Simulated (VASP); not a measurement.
# CdSe: convergence, energy difference of two geometries

CdSe, F-43m (no. 216), 2 atoms in the cell. LDA, energy difference of two geometries; PAW potentials Cd, Se (LDA set). VASP 6.6.1.

Wanted: energy difference within 0.125 meV/atom.

What the run is for: energy difference; Accuracy asked: tight; Second geometry: volume scaled by 1.06.

The series start from Plane-wave cutoff (eV): 360; k-point mesh: 6 × 6 × 6; Precision mode (PREC): Accurate; Electronic threshold (eV): 1e-6; Aspherical gradient terms in the spheres (LASPH): yes; Electronic algorithm: ALGO=Normal. Each series keeps the choices made before it, and each single choice may use up half of a tolerance. Times cover all steps of a run.

## Plane-wave cutoff (eV)

| Plane-wave cutoff (eV) | Energy difference (meV/atom) | Time (s) |
|---|---|---|
| 220 | 47.83 | 8.1 |
| 280 | 43.81 | 9.9 |
| 320 | 43.70 | 11 |
| 360 | 43.89 | 14 |
| 410 | 43.96 | 14 |
| 480 | 43.81 | 13 |
| 580 | 43.81 | 21 |
| 720 (reference) | 43.82 | 34 |

Chosen: 480, the loosest value from which every tighter one stays within half of the tolerance.

## k-point mesh

| k-point mesh | Energy difference (meV/atom) | Time (s) |
|---|---|---|
| 2 × 2 × 2 | 4.25 | 10 |
| 3 × 3 × 3 | 36.06 | 11 |
| 4 × 4 × 4 | 42.04 | 13 |
| 5 × 5 × 5 | 43.47 | 13 |
| 6 × 6 × 6 | 43.81 | 13 |
| 8 × 8 × 8 | 43.92 | 22 |
| 10 × 10 × 10 | 43.90 | 30 |
| 12 × 12 × 12 (reference) | 43.89 | 40 |

Chosen: 8 × 8 × 8.

## Precision mode (PREC)

| Precision mode (PREC) | Energy difference (meV/atom) | Time (s) |
|---|---|---|
| Low | 44.13 | 16 |
| SingleN | 44.13 | 15 |
| Normal | 43.87 | 16 |
| Accurate (reference) | 43.92 | 22 |

Chosen: Normal.

## Electronic threshold (eV)

| Electronic threshold (eV) | Energy difference (meV/atom) | Time (s) |
|---|---|---|
| 0.001 | 43.88 | 13 |
| 0.0001 | 43.87 | 12 |
| 1e-5 | 43.87 | 11 |
| 1e-6 | 43.87 | 16 |
| 1e-7 | 43.87 | 13 |
| 1e-8 (reference) | 43.87 | 16 |

Chosen: 0.001.

## Aspherical gradient terms in the spheres (LASPH)

| Aspherical gradient terms in the spheres (LASPH) | Energy difference (meV/atom) | Time (s) |
|---|---|---|
| no | 43.88 | 12 |
| yes (reference) | 43.88 | 13 |

Chosen: no.

## Electronic algorithm

| Electronic algorithm | Energy difference (meV/atom) | Time (s) |
|---|---|---|
| ALGO=Normal | 43.88 | 12 |
| ALGO=Fast | 43.87 | 11 |
| ALGO=VeryFast | 43.88 | 12 |
| ALGO=All ISEARCH=1 | 43.88 | 10 |
| ALGO=All ISEARCH=0 | 43.88 | 11 |
| ALGO=Damped TIME=0.4 | 43.77 | 12 |
| ALGO=Damped TIME=0.1 | 44.00 | 15 |

Chosen: ALGO=All ISEARCH=1; it saves 1.9 s of 12, so ALGO=Normal would do nearly as well.

## All choices together

| Input | Energy difference (meV/atom) | Time (s) |
|---|---|---|
| the program's defaults (naive) | 42.29 | 6.7 |
| chosen settings | 43.88 | 10 |
| reference settings throughout | 43.90 | 97 |

The tolerance is met.

## The input

INCAR:
```
ALGO = All ; EDIFF = 0.001
EFERMI = MIDGAP ; ENCUT = 480
GGA = CA ; GGA_COMPAT = F
ISEARCH = 1 ; ISIF = 2
ISMEAR = 0 ; LASPH = F
LCHARG = F ; LREAL = F
LWAVE = F ; NELM = 120
PREC = Normal ; SIGMA = 0.03
```

KPOINTS:
```
Automatic mesh
0
Gamma
  8 8 8
  0 0 0
```

POSCAR.step1:
```
CdSe
1.0
    0.0000000000      3.0702711986      3.0702711986
    3.0702711986      0.0000000000      3.0702711986
    3.0702711986      3.0702711986      0.0000000000
Cd Se
1 1
Direct
    0.0000000000      0.0000000000      0.0000000000
    0.2500000000      0.2500000000      0.2500000000
```

POSCAR.step2:
```
CdSe
1.0
    0.0000000000      3.1304878824      3.1304878824
    3.1304878824      0.0000000000      3.1304878824
    3.1304878824      3.1304878824      0.0000000000
Cd Se
1 1
Direct
    0.0000000000      0.0000000000      0.0000000000
    0.2500000000      0.2500000000      0.2500000000
```

Commands (each step's output is kept before the next begins):
```
cat potpaw_LDA.64/Cd/POTCAR potpaw_LDA.64/Se/POTCAR > POTCAR
cp POSCAR.step1 POSCAR
mpirun -np 1 vasp_std > vasp.out
cp POSCAR.step2 POSCAR
mpirun -np 1 vasp_std > vasp.out
```

The chosen input took VASP 6.6.1 10 s on 1 core (Intel Xeon Platinum 8559C (Emerald Rapids)), a shared host.

## An input that fails: smearing far too wide

It runs to its end, but against the unchanged starting input it is off by 1.31 meV/atom in the energy difference.

Changes against the starting input:
```
(all steps)
- ISMEAR = 0
- SIGMA = 0.03
- NELM = 120
+ ISMEAR = 1
+ SIGMA = 1.0
+ NELM = 54
```
